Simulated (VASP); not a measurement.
# Ti (P6_3/mmc) in VASP: notebook

Runs on Ti. Level: PBEsol. Tasks: single point.

All numbers are computed with VASP 6.6.1; they aren't measurements. Logs are shortened: lines on timing, memory, paths and dates and some standing lists are left out, and cuts for length are marked.

### 1 The structure

It takes space group P6_3/mmc (No. 194, hexagonal). Conventional cell: a = 2.898 Å, b = 2.898 Å, c = 4.587 Å, α = 90.00°, β = 90.00°, γ = 120.00°. Ti (site symmetry -6m2) has 12 Ti at 2.84 to 2.90 Å as nearest neighbours.

### 2 Single point, PBEsol

The input, INCAR:

```
PREC = Accurate
ENCUT = 700
EDIFF = 1E-7
ISMEAR = 0
SIGMA = 0.1
LREAL = F
LASPH = T
NELM = 100
ALGO = Normal
ISIF = 2
LWAVE = F
LCHARG = T
GGA = PS
LELF = T
LVHAR = T
NBANDS = 19
```

The input, KPOINTS:

```
Automatic mesh
0
Gamma
  18 18 10
```

The input, POSCAR:

```
Ti
1.0
    2.8983000000      0.0000000000      0.0000000000
   -1.4491500000      2.5100000000      0.0000000000
    0.0000000000      0.0000000000      4.5866100000
Ti
2
Direct
    0.3333300000      0.6666700000      0.2500000000
    0.6666700000      0.3333300000      0.7500000000
```

Potentials or basis: VASP PAW PBE potentials, release 64 (Ti_sv).

The run is started by

```console
$ cat potpaw_PBE.64/Ti_sv/POTCAR > POTCAR
$ mpirun -np 1 vasp_std > vasp.out
```

OUTCAR:

```text
PREC = Accurate
   ENCUT = 700
   EDIFF = 1E-7
   ISMEAR = 0
   LREAL = F
   LASPH = T
   NELM = 100
   ISIF = 2
   GGA = PS

 ion  position               nearest neighbor table
   1  0.333  0.667  0.250-   2 2.84   2 2.84   2 2.84   2 2.84   2 2.84   2 2.84
   2  0.667  0.333  0.750-   1 2.84   1 2.84   1 2.84   1 2.84   1 2.84   1 2.84

  LATTYP: Found a hexagonal cell.
 ALAT       =     2.8983000000
 C/A-ratio  =     1.5825173377

  Lattice vectors:

 A1 = (   2.8983000000,   0.0000000000,   0.0000000000)
 A2 = (  -1.4491500000,   2.5100000000,   0.0000000000)
 A3 = (   0.0000000000,   0.0000000000,   4.5866100000)

Analysis of symmetry for initial positions (statically):
=====================================================================
 Subroutine PRICEL returns:
 Original cell was already a primitive cell.

 Routine SETGRP: Setting up the symmetry group for a
 hexagonal supercell.

 Subroutine GETGRP returns: Found  8 space group operations
 (whereof  4 operations were pure point group operations)
 out of a pool of 24 trial point group operations.

The static configuration has the point symmetry C_2h.
 The point group associated with its full space group is D_2h.

Analysis of symmetry for dynamics (positions and initial velocities):
=====================================================================
 Subroutine PRICEL returns:
 Original cell was already a primitive cell.

 Routine SETGRP: Setting up the symmetry group for a
 hexagonal supercell.

 Subroutine GETGRP returns: Found  8 space group operations
 (whereof  4 operations were pure point group operations)
 out of a pool of 24 trial point group operations.

The dynamic configuration has the point symmetry C_2h.
 The point group associated with its full space group is D_2h.

 Subroutine INISYM returns: Found  8 space group operations
 (whereof  4 operations are pure point group operations),
 and found     1 'primitive' translations

----------------------------------------------------------------------------------------

                                     Primitive cell

  volume of cell :      33.3664

  direct lattice vectors                    reciprocal lattice vectors
     2.898300000  0.000000000  0.000000000     0.345029845  0.199203187  0.000000000
    -1.449150000  2.510000000  0.000000000     0.000000000  0.398406375  0.000000000
     0.000000000  0.000000000  4.586610000     0.000000000  0.000000000  0.218025949

  length of vectors
     2.898300000  2.898298763  4.586610000     0.398406205  0.398406375  0.218025949

  position of ions in fractional coordinates (direct lattice)
     0.333330000  0.666670000  0.250000000
     0.666670000  0.333330000  0.750000000

  ion indices of the primitive-cell ions
   primitive index   ion index
                 1           1
                 2           2

----------------------------------------------------------------------------------------

 KPOINTS: Automatic mesh

Automatic generation of k-mesh.
 Grid dimensions read from file:
 generate k-points for:   18   18   10

 Generating k-lattice:

  Cartesian coordinates                     Fractional coordinates (reciprocal lattice)
     0.019168325  0.011066844  0.000000000     0.055555556 -0.000000000  0.000000000
     0.000000000  0.022133687  0.000000000     0.000000000  0.055555556  0.000000000
     0.000000000  0.000000000  0.021802595     0.000000000  0.000000000  0.100000000

  Length of vectors
     0.022133678  0.022133687  0.021802595

  Shift w.r.t. Gamma in fractional coordinates (k-lattice)
     0.000000000  0.000000000  0.000000000

 Subroutine IBZKPT returns following result:
 ===========================================

 Found    546 irreducible k-points:

 Following reciprocal coordinates:
            Coordinates               Weight
  0.000000  0.000000  0.000000      1.000000
  0.055556  0.000000  0.000000      4.000000
 -0.055556  0.055556  0.000000      2.000000
  0.111111  0.000000  0.000000      4.000000
 -0.111111  0.111111  0.000000      2.000000
  0.166667  0.000000  0.000000      4.000000
[... 16 lines left out ...]
 -0.055556  0.166667  0.000000      4.000000
 -0.166667  0.111111  0.000000      4.000000
 [... further k-points ...]
   k-points           NKPTS =    546   k-points in BZ     NKDIM =    546   number of bands    NBANDS=     19
   number of dos      NEDOS =    301   number of ions     NIONS =      2
   total plane-waves  NPLWV =  31360
   dimension x,y,z NGX =    28 NGY =   28 NGZ =   40
   dimension x,y,z NGXF=    56 NGYF=   56 NGZF=   80
   ions per type =               2
   NGX,Y,Z   is equivalent  to a cutoff of  16.06, 16.06, 14.50 a.u.
   NGXF,Y,Z  is equivalent  to a cutoff of  32.12, 32.12, 29.00 a.u.
 SYSTEM =  unknown system
   PREC   = accura    normal or accurate (medium, high low for compatibility)
   ISTART =      0    job   : 0-new  1-cont  2-samecut
   ICHARG =      2    charge: 1-file 2-atom 10-const
   ISPIN  =      1    spin polarized calculation?
   LNONCOLLINEAR =      F non collinear calculations
   LSORBIT =      F    spin-orbit coupling
   LASPH  =      T    aspherical Exc in radial PAW
   ENCUT  =  700.0 eV  51.45 Ry    7.17 a.u.   6.25  6.25  9.89*2*pi/ulx,y,z
   NELM   =    100;   NELMIN=  2; NELMDL= -5     # of ELM steps
   EDIFF  = 0.1E-06   stopping-criterion for ELM
   LREAL  =      F    real-space projection
   EDIFFG = 0.1E-05   stopping-criterion for IOM
   NSW    =      0    number of steps for IOM
   IBRION =     -1    ionic relax: 0-MD 1-quasi-New 2-CG
   NFREE  =      0    steps in history (QN), initial steepest desc. (CG)
   ISIF   =      2    stress and relaxation
   ISYM   =      2    0-nonsym 1-usesym 2-fastsym
   POTIM  = 0.5000    time-step for ionic-motion
   TEBEG  =    0.0;   TEEND  =   0.0 temperature during run
   PSTRESS=    0.0 pullay stress
   NELECT =      24.0000    total number of electrons
   NUPDOWN=      -1.0000    fix difference up-down
   EMIN   =  10.00;   EMAX   =-10.00  energy-range for DOS
   EFERMI =   0.00;   METHOD = LEGACY
   ISMEAR =     0;   SIGMA  =   0.10  broadening in eV -4-tet -1-fermi 0-gaus
   EFERMI_NEDOS =   21; number of points for ismear=-14 and -15
   IALGO  =     38    algorithm
   IMIX   =      4    mixing-type and parameters
     AMIX     =   0.40;   BMIX     =  1.00
     AMIX_MAG =   1.60;   BMIX_MAG =  1.00
  volume/ion in A,a.u.               =      16.68       112.58
  Fermi-wavevector in a.u.,A,eV,Ry     =   1.466816  2.771880 29.273601  2.151549
  Thomas-Fermi vector in A             =   2.582508
   LORBIT       =      0    0 simple, 1 ext, 2 COOP (PROOUT), +10 PAW based schemes
   GGA     = PS    functional components
   LHFCALC =     F    Hartree Fock is set to
   AEXX    =    0.0000 exact exchange contribution
   IVDW    =     0    specifies the selected vdW correction
   LEPSILON=     F    determine dielectric tensor
   LRPA    =     F    only Hartree local field effects (RPA)
 non-spin polarized calculation
 Gauss-broadening in eV      SIGMA  =   0.10
  energy-cutoff  :      700.00
  volume of cell :       33.37
 maximum number of plane-waves:      1426
 NGX is ok and might be reduce to    28
   NGX = 13   NGY = 13   NGZ = 19

 number of electron      24.0000002 magnetization

 Free energy of the ion-electron system (eV)
  ---------------------------------------------------
  ext. energy  EPLUGINS =         0.00000000
  ---------------------------------------------------
  free energy    TOTEN  =       -16.68472809 eV

  energy without entropy =      -16.67555206  energy(sigma->0) =      -16.68014007

 E-fermi :   8.6469     XC(G=0): -11.8289

 val. band max:        8.6357062118   @ k =   0.0000   0.0000   0.4000
 cond. band min:       8.6538442663   @ k =  -0.2778  -0.4444   0.4000
 fundamental gap:      0.0181380545
 Fermi energy:         8.6468536867

 k-point     1 :       0.0000    0.0000    0.0000
  band No.  band energies     occupation
      1     -47.9248      2.00000
      2     -47.7601      2.00000
      3     -24.6672      2.00000
      4     -23.9292      2.00000
      5     -23.9292      2.00000
      6     -23.8479      2.00000
[... 11 lines left out ...]
     18      10.3227      0.00000
     19      11.9536      0.00000

 k-point     2 :       0.0556    0.0000    0.0000
  band No.  band energies     occupation
      1     -47.9212      2.00000
      2     -47.7587      2.00000
      3     -24.6593      2.00000
      4     -23.9454      2.00000
      5     -23.9347      2.00000
      6     -23.8512      2.00000
[... 11 lines left out ...]
     18      10.2699      0.00000
     19      11.9826      0.00000

 k-point     3 :      -0.0556    0.0556    0.0000
  band No.  band energies     occupation
      1     -47.9212      2.00000
      2     -47.7587      2.00000
      3     -24.6593      2.00000
      4     -23.9454      2.00000
      5     -23.9347      2.00000
      6     -23.8512      2.00000
[... 11 lines left out ...]
     18      10.2698      0.00000
     19      11.9827      0.00000

 k-point     4 :       0.1111    0.0000    0.0000
  band No.  band energies     occupation
      1     -47.9105      2.00000
      2     -47.7546      2.00000
      3     -24.6362      2.00000
      4     -23.9923      2.00000
      5     -23.9501      2.00000
      6     -23.8787      2.00000
[... 407 lines left out ...]
     18      10.3843      0.00000
     19      12.1013      0.00000

 k-point    23 :      -0.0556    0.1667    0.0000
  band No.  band energies     occupation
      1     -47.9004      2.00000
      2     -47.7509      2.00000
      3     -24.6138      2.00000
      4     -24.0312      2.00000
      5     -23.9774      2.00000
      6     -23.9119      2.00000
[... 11 lines left out ...]
     18      10.3843      0.00000
     19      12.1013      0.00000

 k-point    24 :      -0.1667    0.1111    0.0000
  band No.  band energies     occupation
      1     -47.9004      2.00000
      2     -47.7509      2.00000
      3     -24.6138      2.00000
      4     -24.0312      2.00000
      5     -23.9774      2.00000
      6     -23.9119      2.00000
[... 11 lines left out ...]
     18      10.3843      0.00000
     19      12.1014      0.00000

 [... further k-points ...]

------------------------ aborting loop because EDIFF is reached ----------------------------------------

  FORCE on cell =-STRESS in cart. coord.  units (eV):
  Direction    XX          YY          ZZ          XY          YZ          ZX
  --------------------------------------------------------------------------------------
  -------------------------------------------------------------------------------------
  Total        0.0013137      0.0014098      0.0032021      0.0000831      0.0000000      0.0000000
  in kB        0.0630830      0.0676932      0.1537594      0.0039926      0.0000000      0.0000000
  external PRESSURE =       0.0948452 kB  Pullay stress =       0.0000000 kB

 VOLUME and BASIS-vectors are now :
 -----------------------------------------------------------------------------
  energy-cutoff  :      700.00
  volume of cell :       33.37
      direct lattice vectors                 reciprocal lattice vectors
     2.898300000  0.000000000  0.000000000     0.345029845  0.199203187  0.000000000
    -1.449150000  2.510000000  0.000000000     0.000000000  0.398406375  0.000000000
     0.000000000  0.000000000  4.586610000     0.000000000  0.000000000  0.218025949

 POSITION                                       TOTAL-FORCE (eV/Angst)
 -----------------------------------------------------------------------------------
     -0.00001      1.67334      1.14665         0.000042     -0.000024      0.000000
      1.44916      0.83666      3.43996        -0.000042      0.000024     -0.000000
 -----------------------------------------------------------------------------------
    total drift:                                0.000000      0.000000      0.000000

  FREE ENERGIE OF THE ION-ELECTRON SYSTEM (eV)
  ---------------------------------------------------
  free  energy   TOTEN  =       -16.6847280853 eV

  energy  without entropy=      -16.6755520625  energy(sigma->0) =      -16.68014007
```

Wall time 4.5 min (1 thread of Intel Xeon Platinum 8559C (Emerald Rapids), shared host); peak memory 0.52 GiB.

Results:

| Item | Value |
| --- | --- |
| Free energy | -16.6847 eV |
| Pressure | 0.0 GPa |
| Band gap on the k mesh | none (metal or under the smearing width) |

Caveat: the PAW data sets were made with another functional, which shifts forces and pressure a little.

### 3 Single point, PBEsol

Edit INCAR of step 2 so:

```diff
@@ -1,3 +1,3 @@
 PREC = Accurate
-ENCUT = 700
+ENCUT = 520
 EDIFF = 1E-7
```

The input, KPOINTS:

```
Automatic mesh
0
Gamma
  27 27 14
```

POSCAR is that of step 2.

Potentials or basis: VASP PAW PBE potentials, release 64 (Ti_sv).

The run is started by

```console
$ cat potpaw_PBE.64/Ti_sv/POTCAR > POTCAR
$ mpirun -np 1 vasp_std > vasp.out
```

It took 6.8 min on 1 thread of Intel Xeon Platinum 8559C (Emerald Rapids), shared host; peak memory 0.83 GiB.

The run converged. Its results:

| Quantity | Value |
| --- | --- |
| Free energy | -16.6839 eV |
| Pressure | 0.0 GPa |
| Band gap on the k mesh | none (metal or under the smearing width) |

Levels at points of the mesh, in eV from the Fermi level:
```csv
k point,band 10,band 11,band 12,band 13,band 14,band 15
"(0.00, 0.00, 0.00)",-2.80,0.78,0.78,0.89,0.92,1.32
"(0.00, 0.00, 0.50)",-4.40,0.08,0.08,0.68,0.68,0.68
```

Caveat: the PAW data sets were made with another functional, which shifts forces and pressure a little.
